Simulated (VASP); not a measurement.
# Si, relaxation of the cell: which settings are enough?

Si, P-1 (no. 2), 2 atoms in the cell. PBEsol, relaxation of the cell; PAW potentials Si (PBE set). VASP 6.6.1.

Wanted: cell lengths a, b, c within 0.2 %; volume within 0.4 %.

The series start from Relaxations run in a row: 2; Cutoff ENCUT (eV): 350; Force threshold EDIFFG (eV/Å): -0.01; Relaxation method: conjugate gradient, POTIM 0.5; Precision mode: Accurate. Each series keeps the choices made before it, and each single choice may use up half of a tolerance. Times cover all steps of a run.

## Relaxations run in a row

| Relaxations run in a row | Cell lengths a, b, c, largest deviation against the largest value | Volume (Å³/atom) | Time (s) |
|---|---|---|---|
| 1 | 0 % | 20.09 | 26 |
| 2 | 0 % | 20.09 | 31 |
| 3 (reference) | 0 % | 20.09 | 36 |

Chosen: 1, the loosest value from which every tighter one stays within half of the tolerance.

## Cutoff ENCUT (eV)

| Cutoff ENCUT (eV) | Cell lengths a, b, c, largest deviation against the largest value | Volume (Å³/atom) | Time (s) |
|---|---|---|---|
| 200 | 0.06 % | 20.06 | 18 |
| 250 | 0.059 % | 20.06 | 19 |
| 300 | 0.03 % | 20.07 | 26 |
| 350 | 0.0096 % | 20.09 | 26 |
| 400 | 0.00026 % | 20.09 | 45 |
| 450 | 0.00052 % | 20.09 | 56 |
| 500 (reference) | 0 % | 20.09 | 74 |

Chosen: 200.

## Force threshold EDIFFG (eV/Å)

| Force threshold EDIFFG (eV/Å) | Cell lengths a, b, c, largest deviation against the largest value | Volume (Å³/atom) | Time (s) |
|---|---|---|---|
| -0.05 | 0.32 % | 20.02 | 15 |
| -0.02 | 0.007 % | 20.06 | 18 |
| -0.01 | 0.007 % | 20.06 | 18 |
| -0.005 | 0.007 % | 20.06 | 19 |
| -0.002 (reference) | 0 % | 20.06 | 20 |

Chosen: -0.02.

## Relaxation method

| Relaxation method | Cell lengths a, b, c, largest deviation against the largest value | Volume (Å³/atom) | Time (s) |
|---|---|---|---|
| conjugate gradient, POTIM 0.5 | 0 % | 20.06 | 18 |
| conjugate gradient, POTIM 0.2 | 0.01 % | 20.06 | 16 |
| conjugate gradient, POTIM 1.0 | 0.043 % | 20.07 | 20 |
| quasi-Newton, POTIM 0.5 | 0.051 % | 20.06 | 15 |
| quasi-Newton, POTIM 0.5, at least 5 electronic steps | 0.051 % | 20.06 | 16 |
| velocity quench, POTIM 0.1 | 0.051 % | 20.06 | 20 |

Chosen: conjugate gradient, POTIM 0.5; no other choice that stays within half of the tolerance saves 30 % of the time.

## Precision mode

| Precision mode | Cell lengths a, b, c, largest deviation against the largest value | Volume (Å³/atom) | Time (s) |
|---|---|---|---|
| Accurate | 0 % | 20.06 | 18 |
| Normal | 0.0013 % | 20.06 | 11 |
| High | 0.00026 % | 20.06 | 18 |

Chosen: Normal, the fastest of those that stay within half of the tolerance.

## All choices together

| Input | Cell lengths a, b, c, largest deviation against the largest value | Volume (Å³/atom) | Time (s) |
|---|---|---|---|
| EDIFF and PREC left to the program (naive) | 0.0055 % | 20.09 | 15 |
| chosen settings | 0.065 % | 20.06 | 11 |
| reference settings throughout | 0 % | 20.09 | 86 |

The tolerance is met.

Values of the reference run: Cell lengths a, b, c: 3.845, 3.845, 3.845 Å.

## The input

INCAR.step1:
```
SYSTEM = Si
PREC = Normal
ENCUT = 200
EDIFF = 1E-7
ISMEAR = 0
SIGMA = 0.05
LREAL = .FALSE.
LASPH = .TRUE.
NELM = 100
ALGO = Normal
LWAVE = .FALSE.
LCHARG = .FALSE.
GGA = PS
IBRION = 2
NSW = 60
ISIF = 3
EDIFFG = -0.02
POTIM = 0.5
ISYM = 0
KPAR = 4
```

INCAR.step2, as INCAR.step1 but for:
```
- IBRION = 2
- NSW = 60
- ISIF = 3
- EDIFFG = -0.02
- POTIM = 0.5
+ NSW = 0
+ ISIF = 2
```

KPOINTS:
```
k-points
0
Gamma
  6 6 6
```

POSCAR.step1:
```
Si
1.0
   -0.0114570000      2.8224940000      2.8044850000
    2.7833050000      0.0090910000      2.7839370000
    2.7787250000      2.7973670000      0.0136700000
Si
2
Direct
    0.4941190000      0.5051430000      0.5053480000
    0.7558810000      0.7448570000      0.7446520000
```

POSCAR.step2:
```
Si
1.0
    0.0001798920      2.7175215042      2.7170925210
    2.7164174398     -0.0000709497      2.7171876026
    2.7163378720      2.7176297633      0.0000694779
Si
2
Direct
    0.5000282428      0.4999884115      0.4999893225
    0.7499717572      0.7500115885      0.7500106775
```

Commands (each step's output is kept before the next begins):
```
cat potpaw_PBE.64/Si/POTCAR > POTCAR
cp INCAR.step1 INCAR
cp POSCAR.step1 POSCAR
mpirun -np 4 vasp_std > vasp.out
cp CONTCAR POSCAR
cp INCAR.step2 INCAR
cp POSCAR.step2 POSCAR
mpirun -np 4 vasp_std > vasp.out
```

The naive input happens to agree within the tolerance here, in 15 s.

Limits: the start was distorted on purpose (volume up by 6 %, random strain, atoms moved at random), so the space group given is the start's and not the crystal's.

The chosen input took VASP 6.6.1 11 s on 4 cores (Intel Xeon Platinum 8559C (Emerald Rapids)), a shared host.

## An input that fails: cell kept fixed (ISIF = 2) though it was to relax

It runs to its end, but against the unchanged starting input it is off by 3.5 % in the cell lengths a, b, c, 8.5 % in the volume.

Changes against the starting input:
```
- ISIF = 3
+ ISIF = 2
(POSCAR.step3)
-    0.0002099270      2.7186493159      2.7183929808
-    2.7177406908     -0.0001004391      2.7185460526
-    2.7176670424      2.7188225270      0.0000352238
+   -0.0114570000      2.8224940000      2.8044850000
+    2.7833050000      0.0090910000      2.7839370000
+    2.7787250000      2.7973670000      0.0136700000
-    0.5000254591      0.4999877580      0.4999957226
-    0.7499745409      0.7500122420      0.7500042774
+    0.4989683829      0.5004700344      0.5007723785
+    0.7510316171      0.7495299656      0.7492276215
```
